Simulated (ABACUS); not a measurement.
# Cr (Im-3m) in ABACUS: single point with LDA-PW92

Aim: the single point of Cr with LDA-PW92.

Program: ABACUS 3.10.1. These are calculated values, not measurements. Logs are shortened: lines on timing, memory, paths and dates and some standing lists are left out, and cuts for length are marked.

## 1. The crystal as given

Symmetry: Im-3m, No. 229, cubic system. Conventional cell: a = 2.969 Å, b = 2.969 Å, c = 2.969 Å, α = 90.00°, β = 90.00°, γ = 90.00°. Cr (site symmetry m-3m) is surrounded by 8 Cr at 2.57 Å.

## 2. Single point, LDA-PW92, collinear spin, ferromagnetic start

File INPUT:

```
INPUT_PARAMETERS
suffix              Cr
calculation         scf
basis_type          pw
pseudo_dir          ./
symmetry            1
dft_functional      LDA_X+LDA_C_PW
ecutwfc             40
pseudo_rcut         10
nspin               2
nbands              19
ks_solver           dav
smearing_method     fd
smearing_sigma      0.00367493
scf_thr             1e-08
scf_nmax            100
mixing_type         broyden
mixing_beta         0.4
cal_force           1
cal_stress          1
ecutrho             320
out_chg             1
kpar                4
```

File STRU:

```
ATOMIC_SPECIES
Cr 51.9961 cr_lda_v1.5.uspp.F.UPF

LATTICE_CONSTANT
1.8897261246

LATTICE_VECTORS
-1.4844496776 1.4844496776 1.4844496776
1.4844496776 -1.4844496776 1.4844496776
1.4844496776 1.4844496776 -1.4844496776

ATOMIC_POSITIONS
Direct

Cr
0.0
1
0.0000000000 0.0000000000 0.0000000000 1 1 1 mag 3
```

File KPT:

```
K_POINTS
0
Gamma
10 10 10 0 0 0
```

Potentials or basis: GBRV ultrasoft 1.5 LDA, plane waves.

Launch:

```console
$ OMP_NUM_THREADS=1 mpirun -np 4 abacus > log
```

running log:

```text
ABACUS v3.10.1

               Atomic-orbital Based Ab-initio Computation at UStc

 ------------------------------------------------------------------------------------

 READING GENERAL INFORMATION
                           global_out_dir = OUT.Cr/
                           global_in_card = INPUT
                               pseudo_dir = ./
                              orbital_dir =
                                    DSIZE = 4
                                    GSIZE = 1

 READING UNITCELL INFORMATION
                                    ntype = 1
                  lattice constant (Bohr) = 1.88973
              lattice constant (Angstrom) = 1

 READING ATOM TYPE 1
                               atom label = Cr
                      L=0, number of zeta = 1
                      L=1, number of zeta = 1
                      L=2, number of zeta = 1
             number of atom for this type = 1
               magnetization of element 1 = 3

                        TOTAL ATOM NUMBER = 1
DIRECT COORDINATES
    atom                   x                   y                   z     mag                  vx                  vy                  vz
taud_Cr1            0.0000000000        0.0000000000        0.0000000000  3.0000        0.0000000000        0.0000000000        0.0000000000

                          Volume (Bohr^3) = 88.2984
                             Volume (A^3) = 13.0845

 Lattice vectors: (Cartesian coordinate: in unit of a_0)
             -1.48445            +1.48445            +1.48445
             +1.48445            -1.48445            +1.48445
             +1.48445            +1.48445            -1.48445
 Reciprocal vectors: (Cartesian coordinate: in unit of 2 pi/a_0)
                   +0           +0.336825           +0.336825
            +0.336825                  +0           +0.336825
            +0.336825           +0.336825                  +0
 The esolver type has been set to : ksdft_pw

                PAO radial cut off (Bohr) = 10

 Read in pseudopotential file is cr_lda_v1.5.uspp.F.UPF
                     pseudopotential type = US
          exchange-correlation functional = PZ
                 nonlocal core correction = 1
                        valence electrons = 14
                                     lmax = 2
                           number of zeta = 4
                     number of projectors = 6
                           L of projector = 0
                           L of projector = 0
                           L of projector = 1
                           L of projector = 1
                           L of projector = 2
                           L of projector = 2
 XC functional updated to : LDA_X+LDA_C_PW
          exchange-correlation functional = LDA_X+LDA_C_PW
     initial pseudo atomic orbital number = 10
 The readin total magnetization is 3

 SETUP THE ELECTRONS NUMBER
            electron number of element Cr = 14
      total electron number of element Cr = 14
            AUTOSET number of electrons:  = 14
                           occupied bands = 7
                                   NBANDS = 19
                                   NLOCAL = 9

%%%%%%%%%%%%%%%%%%%%%%%%%%%%%%%%%%%%%%%%%%%%%%%%%%%%%%%%%%%%%%%%%%%%%%%%%%%%%%%%%%%%%%%%%%%%%%%%%%%%%%%%%%
 Warning: the number of valence electrons in pseudopotential > 6 for Cr: [Ar] 3d5 4s1
 Pseudopotentials with additional electrons can yield (more) accurate outcomes, but may be less efficient.
 If you're confident that your chosen pseudopotential is appropriate, you can safely ignore this warning.
%%%%%%%%%%%%%%%%%%%%%%%%%%%%%%%%%%%%%%%%%%%%%%%%%%%%%%%%%%%%%%%%%%%%%%%%%%%%%%%%%%%%%%%%%%%%%%%%%%%%%%%%%%

 SETUP THE PLANE WAVE BASIS
 energy cutoff for charge/potential (unit:Ry) = 160
            fft grid for charge/potential = [ 20, 20, 20 ]
                        fft grid division = [ 1, 1, 1 ]
        big fft grid for charge/potential = [ 27, 27, 27 ]
                                     nbxx = 19683
                                     nrxx = 8000

 SETUP PLANE WAVES FOR CHARGE/POTENTIAL
                    number of plane waves = 3043
                         number of sticks = 281

 PARALLEL PW FOR CHARGE/POTENTIAL
     PROC   COLUMNS(POT)             PW
        1            281           3043
 --------------- sum -------------------
        1            281           3043
                            number of |g| = 59
                                  max |g| = 14.2948
                                  min |g| = 0

 energy cutoff for dense charge/potential (unit:Ry) = 320
      fft grid for dense charge/potential = [ 27, 27, 27 ]
                                     nrxx = 19683

 SETUP PLANE WAVES FOR dense CHARGE/POTENTIAL
                    number of plane waves = 8583
                         number of sticks = 561

 PARALLEL PW FOR dense CHARGE/POTENTIAL
     PROC   COLUMNS(POT)             PW
        1            561           8583
 --------------- sum -------------------
        1            561           8583
                            number of |g| = 118
                                  max |g| = 28.8166
                                  min |g| = 0

----------- Double Check Mixing Parameters Begin ------------
mixing_type: broyden
mixing_beta: 0.4
mixing_gg0: 1
mixing_gg0_min: 0.1
mixing_beta_mag: 1.6
mixing_gg0_mag: 0
mixing_ndim: 8
----------- Double Check Mixing Parameters End ------------

 LATTICE VECTORS: (CARTESIAN COORDINATE: IN UNIT OF A0)
             -1.48445            +1.48445            +1.48445
             +1.48445            -1.48445            +1.48445
             +1.48445            +1.48445            -1.48445
                       right hand lattice = 1
                                   NORM_A = 2.57114
                                   NORM_B = 2.57114
                                   NORM_C = 2.57114
                           ALPHA (DEGREE) = 109.471
                           BETA  (DEGREE) = 109.471
                           GAMMA (DEGREE) = 109.471

 The lattice vectors have been changed (STRU_SIMPLE.cif)

(for optimal symmetric configuration:)
                             BRAVAIS TYPE = 2
                     BRAVAIS LATTICE NAME = 02. Cubic I (body-centered)
                                    ibrav = 2
                                    IBRAV = 2
                                  BRAVAIS = BODY CENTERED CUBIC
                       LATTICE CONSTANT A = 2.9689
Original cell was already a primitive cell.
                        ROTATION MATRICES = 48
              PURE POINT GROUP OPERATIONS = 48
                   SPACE GROUP OPERATIONS = 48
                              POINT GROUP = O_h
               POINT GROUP IN SPACE GROUP = O_h

 SETUP K-POINTS
                                    nspin = 2
                   Input type of k points = Monkhorst-Pack(Gamma)
                                   nkstot = 1000
                       right hand lattice = 1
(for reciprocal lattice: )
                             BRAVAIS TYPE = 3
                     BRAVAIS LATTICE NAME = 03. Cubic F (face-centered)
                                    ibrav = 3
                       right hand lattice = 1
(for k-lattice: )
                             BRAVAIS TYPE = 3
                     BRAVAIS LATTICE NAME = 03. Cubic F (face-centered)
                                    ibrav = 3
                       right hand lattice = 1
                        ROTATION MATRICES = 48
                               nkstot_ibz = 47
K-POINTS REDUCTION ACCORDING TO SYMMETRY
     IBZ    DIRECT_X    DIRECT_Y    DIRECT_Z  WEIGHT  ibz2bz
       1  0.00000000  0.00000000  0.00000000  0.0010       0
       2 -0.10000000  0.10000000  0.00000000  0.0120       1
       3 -0.20000000  0.20000000  0.00000000  0.0120       2
       4 -0.30000000  0.30000000  0.00000000  0.0120       3
       5 -0.40000000  0.40000000  0.00000000  0.0120       4
       6  0.50000000  0.50000000  0.00000000  0.0060       5
[... 22 lines left out ...]
      29  0.50000000  0.40000000  0.20000000  0.0480     156
      30  0.50000000  0.30000000  0.30000000  0.0240     157
[... 17 further k points ...]

                               nkstot now = 47
[... K-POINTS DIRECT COORDINATES: 47 rows ...]

           k-point number in this process = 12
       minimum distributed K point number = 11
[... stars of the k points ...]
                             nks(nspin=2) = 24
                          nkstot(nspin=2) = 94

[... K-POINTS CARTESIAN COORDINATES: 24 rows ...]

[... K-POINTS DIRECT COORDINATES: 24 rows ...]

 SETUP PLANE WAVES FOR WAVE FUNCTIONS
     energy cutoff for wavefunc (unit:Ry) = 40
              fft grid for wave functions = [ 20, 20, 20 ]
                    number of plane waves = 675
                         number of sticks = 99

 PARALLEL PW FOR WAVE FUNCTIONS
     PROC   COLUMNS(POT)             PW
        1             99            675
 --------------- sum -------------------
        1             99            675

 SETUP NONLOCAL PSEUDOPOTENTIALS IN PLANE WAVE BASIS
 Cr non-local projectors:
 projector 1 L=0
 projector 2 L=0
 projector 3 L=1
 projector 4 L=1
 projector 5 L=2
 projector 6 L=2
      TOTAL NUMBER OF NONLOCAL PROJECTORS = 18

 Init Non-Local PseudoPotential table :
 Init Non-Local-Pseudopotential done.

                                     npwx = 384

 Make real space PAO into reciprocal space.
       max mesh points in Pseudopotential = 679
     dq(describe PAO in reciprocal space) = 0.01
                                    max q = 763

 number of pseudo atomic orbitals for Cr is 4
WARNING: norm of atomic wavefunction # 3 of atomic type Cr is 0.999996, renormalized

 -------------------------------------------
 SELF-CONSISTENT
 -------------------------------------------
                                 init_chg = atomic

 PW ALGORITHM --------------- ION=   1  ELEC=   1--------------------------------

          total magnetism (Bohr mag/cell) = 0.572128
       absolute magnetism (Bohr mag/cell) = 0.589234
                        nelec for spin up = 7.28606
                      nelec for spin down = 6.71394

 Density error is 2.42502510374
                          Error Threshold = 0.01
----------------------------------------------------------
     Energy           Rydberg                 eV
----------------------------------------------------------
 E_KohnSham     -174.9541376698      -2380.3731609852
 E_Harris       -191.9285232799      -2611.3215253321
 E_Fermi        1.5411892976         20.9689561437
----------------------------------------------------------

 PW ALGORITHM --------------- ION=   1  ELEC=   2--------------------------------
          total magnetism (Bohr mag/cell) = -0.299903709333
       absolute magnetism (Bohr mag/cell) = 0.300731963439
                        nelec for spin up = 6.85004814533
                      nelec for spin down = 7.14995185467
[... 107 lines left out ...]
 PW ALGORITHM --------------- ION=   1  ELEC=   9--------------------------------
          total magnetism (Bohr mag/cell) = -0.000166149715033
       absolute magnetism (Bohr mag/cell) = 0.000206192003336
                        nelec for spin up = 6.99991692514
                      nelec for spin down = 7.00008307486

 Density error is 3.57549834293e-09
                          Error Threshold = 1.37158727664e-10
----------------------------------------------------------
     Energy           Rydberg                 eV
----------------------------------------------------------
 E_KohnSham     -175.4762027600      -2387.4762209400
 E_KS(sigma->0) -175.4758887651      -2387.4719488201
 E_Harris       -175.4766997670      -2387.4829830659
 E_band         -13.3420416016       -181.5277887351
 E_one_elec     -65.5550160482       -891.9217507375
 E_Hartree      39.2548030682        534.0889955951
 E_xc           -22.0384539510       -299.8485488443
 E_Ewald        -127.1369078392      -1729.7863727135
 E_entropy(-TS) -0.0006279898        -0.0085442398
 E_descf        0.0000000000         0.0000000000
 E_exx          0.0000000000         0.0000000000
 E_Fermi        1.2117785131         16.4870924915
----------------------------------------------------------

 charge density convergence is achieved
 final etot is -2387.4762209 eV
 EFERMI = 16.487092492 eV

 STATE ENERGY(eV) AND OCCUPATIONS    NSPIN == 2
SPIN UP :
 1/12 kpoint (Cartesian) = 0.0000 0.0000 0.0000 (369 pws)
       1       -54.7674     0.00100000
       2       -26.0540     0.00100000
       3       -26.0540     0.00100000
       4       -26.0540     0.00100000
       5        9.05699     0.00100000
       6        15.6809     0.00100000
[... 11 lines left out ...]
      18        46.8402        0.00000
      19        47.7173        0.00000
[... 85 lines left out ...]
 6/12 kpoint (Cartesian) = 0.16841 0.16841 0.33683 (384 pws)
       1       -54.6356     0.00600000
       2       -26.6880     0.00600000
       3       -26.2590     0.00600000
       4       -26.0565     0.00600000
       5        12.5854     0.00600000
       6        14.3810     0.00600000
[... 11 lines left out ...]
      18        51.6210        0.00000
      19        53.4272        0.00000

[... levels at 18 further k points ...]

------------------------------------------------------------------------------------------
 TOTAL-FORCE (eV/Angstrom)
------------------------------------------------------------------------------------------
                       Cr1         0.0000000000         0.0000000000         0.0000000000
------------------------------------------------------------------------------------------

----------------------------------------------------------------
 TOTAL-STRESS (KBAR)
----------------------------------------------------------------
      -375.4689699165         0.0000000000         0.0000000000
        -0.0000000000      -375.4689699165        -0.0000000000
         0.0000000000         0.0000000000      -375.4689699165
----------------------------------------------------------------
 TOTAL-PRESSURE: -375.468970 KBAR

 --------------------------------------------
 !FINAL_ETOT_IS -2387.4762209399800668 eV
 --------------------------------------------
```

It took 3.4 s on 4 MPI ranks of Intel Xeon 6975P-C (Granite Rapids), shared host; peak memory 0.32 GiB.

What came out:

```
Free energy            : -2387.4762 eV
Pressure               : -37.5 GPa
Band gap on the k mesh : none (metal or under the smearing width)
Net moment             : 0.00 μB per cell
Absolute moment        : 0.00 μB per cell
```

Levels at points of the mesh, in eV from the Fermi level:
Spin up:
```tsv
k point	band 5	band 6	band 7	band 8	band 9	band 10
(0.00, 0.00, 0.00)	-7.43	-0.81	-0.81	-0.81	0.90	0.90
(0.50, 0.50, 0.00)	-3.90	-2.11	0.89	0.93	1.17	2.38
(0.50, 0.50, 0.50)	-3.68	-3.68	2.05	2.05	2.05	9.51
```
Spin down:
| k point | band 5 | band 6 | band 7 | band 8 | band 9 | band 10 |
| --- | --- | --- | --- | --- | --- | --- |
| (0.00, 0.00, 0.00) | -7.43 | -0.81 | -0.81 | -0.81 | 0.90 | 0.90 |
| (0.50, 0.50, 0.00) | -3.90 | -2.11 | 0.89 | 0.93 | 1.17 | 2.38 |
| (0.50, 0.50, 0.50) | -3.68 | -3.68 | 2.05 | 2.05 | 2.05 | 9.51 |

Caveat: the starting moments collapsed, and a magnetic state may lie lower; a pressure of tens of GPa on the cell as given is suspect, and the run, the potentials or the cell itself is likely at fault.
